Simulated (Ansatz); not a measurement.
Crystal: Au.

```xyz
1
Lattice="-1.6573 1.6573 1.6573 1.6573 -1.6573 1.6573 1.6573 1.6573 -1.6573" Properties=species:S:1:pos:R:3 pbc="T T T"
Au    0.0000    0.0000    0.0000
```

This isn't the form of Au at room conditions, which is fcc.

| Property | Result |
| --- | --- |
| Program | Ansatz 0.2.0 |
| Task | relaxation of cell and atoms |
| Functional | revPBE |
| Dispersion | D4 |
| Potentials or basis | Ansatz PAW |
| Cutoff | 420 eV (not typed: the program's choice for these potentials) |
| k mesh | 11 × 11 × 11 |
| Occupations | fermi-dirac, width 0.05 eV |
| Spin | no spin polarisation |

At the start: volume 18.21 Å³/atom.

How do energy, volume and symmetry change on relaxing?

It ends after 4 steps and the volume is 17.29 Å³/atom (-5.0 %); space group Im-3m (No. 229, to 0.05 Å).

The path:
| step | energy change (eV) | largest force (eV/Å) | volume (Å³) |
| --- | --- | --- | --- |
| 1 | 0.0000 | 0.0000 | 18.21 |
| 2 | -0.0203 | 0.0000 | 17.48 |
| 3 | -0.0213 | 0.0000 | 17.29 |
| 4 | -0.0210 | 0.0000 | 17.29 |

Final structure:
```
Au
1.0
    -1.62895    1.62895    1.62895
     1.62895   -1.62895    1.62895
     1.62895    1.62895   -1.62895
Au
1
Direct
  0.00000 0.00000 0.00000
```

Caveat: the plane-wave basis is chosen anew once the cell has moved, so the energies of steps on either side of that aren't comparable; pairwise dispersion overbinds metals, which lowers pressure and volume; the PAW data sets come from PBE, with cores solved anew for the run's functional, which leaves a small shift of forces and pressure.
